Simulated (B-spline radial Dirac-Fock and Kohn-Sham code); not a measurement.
Method: ΔSCF Dirac-Fock with Breit, self-energy and vacuum polarisation, finite nucleus, configuration average. Computed with a radial atomic solver. Correlation and solid-state effects are left out.

Q: Identify the element and charge state from the binding energies below (tabulated ground configuration; the least bound level is included).

```
level  binding energy (eV)
   M2               2184.2
   M3               1961.4
   M5               1534.5
   N2                407.8
   N4                206.7
   O2                43.08
   P1                11.27
```

A: Yb⁺: Z = 70 with 69 electrons, [Xe] 4f14 6s1.

Q: Identify the element and charge state from the binding energies below (tabulated ground configuration; the least bound level is included).

| level | binding energy (eV) |
| --- | --- |
| K | 35559.4 |
| L2 | 6078.4 |
| L3 | 5756.0 |
| M1 | 2035.3 |
| M2 | 1892.8 |
| M3 | 1826.5 |
| M4,5 | 1580.6 |

A: Xe²⁷⁺: Z = 54 with 27 electrons, [Ar] 3d9. The hydrogen-like estimate √(E/Ry) = 51.1 for the K level lies 2.9 below Z (screening lowers it, relativity raises it); the outermost level, at 1580.6 eV, fixes the charge.

Q: An atom or ion in its tabulated ground configuration has these computed binding energies (the last is its least bound level). Which is it?

```
level  binding energy (eV)
   1s              53381.3
   2s              11401.5
2p1/2              10981.2
   3s               4422.6
   3p               4142.4
```

A: Gd⁴⁷⁺: Z = 64 with 17 electrons, [Ne] 3s2 3p5. The hydrogen-like estimate √(E/Ry) = 62.6 for the K level lies 1.4 below Z (screening lowers it, relativity raises it); the outermost level, at 4142.4 eV, fixes the charge.
